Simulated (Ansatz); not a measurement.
# Al (bcc type): the cost of one run

Computed with Ansatz 0.2.0 (DFT PBE, with the methods named in each step, unless a step's input says otherwise).

This is Al in the bcc structure; at room conditions it is fcc.

1 further run of the same task is left out (it didn't finish).

**1. The structure to begin with**

Symmetry: Im-3m, No. 229, cubic system. Conventional cell: a = 3.236 Å, b = 3.236 Å, c = 3.236 Å, α = 90.00°, β = 90.00°, γ = 90.00°. Al (site symmetry m-3m) is surrounded by 8 Al at 2.80 Å.

As a file:

```
CELL_PARAMETERS angstrom
-1.61786 1.61786 1.61786
1.61786 -1.61786 1.61786
1.61786 1.61786 -1.61786
ATOMIC_POSITIONS crystal
Al 0.00000 0.00000 0.00000
```

Whether this phase is the stable one at these pressures isn't tested.

**2. The reference volume, LAPW**

The input, input.yaml:

```yaml
crystal:
  lattice:
    - [-1.6178603041, 1.6178603041, 1.6178603041]
    - [1.6178603041, -1.6178603041, 1.6178603041]
    - [1.6178603041, 1.6178603041, -1.6178603041]
  atoms:
    - { symbol: Al, position: [0.0, 0.0, 0.0] }
kpoints:
  mp_grid: { grid: [18, 18, 18] }
  band_path:
    path:
      - [0.0, 0.0, 0.0]
      - [0.5, -0.5, 0.5]
      - [0.0, 0.0, 0.5]
      - [0.0, 0.0, 0.0]
      - [0.25, 0.25, 0.25]
      - [0.5, -0.5, 0.5]
      - [0.25, 0.25, 0.25]
      - [0.0, 0.0, 0.5]
    npoints: 14
scf:
  occupations: { method: fermi_dirac, width: 0.1 }
hamiltonian:
  xc: pbe
  pseudopotentials: { kind: all_electron, lapw: { basis_error: 0.001 } }
output:
  forces: true
  stress: true
  eigenvalues: true
  populations: true
  dos: { projected: true, de: 0.2, e_range: [-14, 8] }
```

The run is started by

```bash
$ ansatz run input.yaml --threads 1 --pin off --max-ram 2048MiB --backend cpu --events-out ev --progress --plain --runs-dir out
```

**Question.** How long does this run take on 1 thread of Intel Xeon Platinum 8488C (Sapphire Rapids), shared host, and how much memory does it need?

About 5.4 s, with a peak of 0.28 GiB.
